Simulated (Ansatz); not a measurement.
# BaTe: the cost of one run

Method: reference: DFT, HSE06, plane waves, PAW, in Ansatz 0.2.0.

## (1) The starting structure

It takes space group P6_3/mmc (No. 194, hexagonal). The conventional cell has a = 5.972 Å, b = 5.972 Å, c = 7.004 Å, α = 90.00°, β = 90.00°, γ = 120.00°. Ba (site symmetry -6m2) is surrounded by 5 Te at 3.45 to 3.50 Å. Te (site symmetry -6m2) is surrounded by 5 Ba at 3.45 to 3.50 Å.

Structure file:

```xyz
4
Lattice="5.9722 0.0000 0.0000 -2.9861 5.1721 0.0000 0.0000 0.0000 7.0037" Properties=species:S:1:pos:R:3 pbc="T T T"
Ba    0.0000    3.4480   -0.4377
Ba    2.9861    1.7240    3.0641
Te    0.0000    3.4480    3.0641
Te    2.9861    1.7240    6.5660
```

## (2) The reference run

The input, input.yaml:

```yaml
crystal:
  lattice:
    - [5.9721823866, 0.0, 0.0]
    - [-2.9860911933, 5.1720616628, 0.0]
    - [0.0, 0.0, 7.0036862921]
  atoms:
    - { symbol: Ba, position: [0.3333333333, 0.6666666667, -0.0625] }
    - { symbol: Ba, position: [0.6666666667, 0.3333333333, 0.4375] }
    - { symbol: Te, position: [0.3333333333, 0.6666666667, 0.4375] }
    - { symbol: Te, position: [0.6666666667, 0.3333333333, 0.9375] }
kpoints:
  mp_grid: { grid: [3, 3, 2] }
hamiltonian:
  xc: hse06
scf:
  occupations: { method: fixed }
  n_extra_bands: 5
output:
  forces: true
  stress: true
  eigenvalues: true
```

Launch:

```sh
$ ansatz run input.yaml --threads 4 --pin off --max-ram 3686MiB --backend cpu --events-out ev --progress --plain --runs-dir out
```

What time and memory should one allow on 4 threads of Arm Neoverse N1, shared host?

About 37 s, with a peak of 1.8 GiB.
